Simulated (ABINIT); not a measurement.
Runs of ABINIT 10.8.3 (patched build) on MoSe2. It takes space group P6_3/mmc (No. 194, hexagonal). The conventional cell has a = 3.288 Å, b = 3.288 Å, c = 12.900 Å, α = 90.00°, β = 90.00°, γ = 120.00°. Mo (site symmetry -6m2) is surrounded by 6 Se at 2.49 Å. Se (site symmetry 3m) has 3 Mo at 2.49 Å as nearest neighbours. 

```csv
task,level,potentials or basis,cutoff (eV),fine-grid cutoff,gap on the mesh (eV),pressure (GPa),largest force (eV/Å)
band structure,r2SCAN,JTH PAW PBE v2.0,490,979.61 eV,0.96,(a),(b)
band structure,PBE,JTH PAW PBE v2.0,408,816.342 eV,0.89,8.3,1.14
single point,PBE,JTH PAW PBE v2.0,408,816.342 eV,0.89,8.3,1.14
band structure,LDA,JTH PAW LDA v2.0,408,816.342 eV,0.87,0.8,0.61
```

Alike in all rows: no spin polarisation; cell as given; k mesh 9 × 9 × 2; smearing fermi-dirac 0.05 eV.

Question: Fill in the values left out.

Answer: (a) 7.2; (b) 0.90.

Caveats: the cell's inner coordinates are idealised or old, which leaves forces on the atoms; this functional lacks dispersion, which binds the layers, so the pressure and a relaxed spacing across them are unreliable (some runs); the PAW data sets were made with another functional, which shifts forces and pressure a little (some runs); an odd mesh through Γ misses points on the zone boundary, where band edges often lie (some runs); the mesh misses the band edges, which the band path finds closer together (some runs).

A k mesh can miss the band edges, and the runs leave out spin-orbit coupling on Mo, Se.
